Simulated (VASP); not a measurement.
A run of VASP 6.6.1 is set up as follows.

The input INCAR:

```
PREC = Accurate
ENCUT = 520
EDIFF = 1E-6
ISMEAR = -1
SIGMA = 0.1
LREAL = False
LASPH = True
NELM = 60
ALGO = Normal
ISIF = 2
LWAVE = False
LCHARG = False
GGA = RP
NBANDS = 10
```

Contents of KPOINTS:

```
regular mesh
0
Gamma
  17 17 17
```

The input POSCAR:

```
Na
1.0
    0.0000000000      2.7031961838      2.7031961838
    2.7031961838      0.0000000000      2.7031961838
    2.7031961838      2.7031961838      0.0000000000
Na
1
Direct
    0.0000000000      0.0000000000      0.0000000000
```

Potentials or basis: VASP PAW PBE potentials, release 64 (Na_pv).

Run with:

```sh
$ cat potpaw_PBE.64/Na_pv/POTCAR > POTCAR
$ mpirun -np 1 vasp_std > vasp.out
```

Question: What does it give for the band gap on the k mesh?

Answer: None (metal or under the smearing width).

Question: What does it give for the pressure?

Answer: 0.0 GPa.

Caveat: the PAW data sets were made with another functional, which shifts forces and pressure a little.
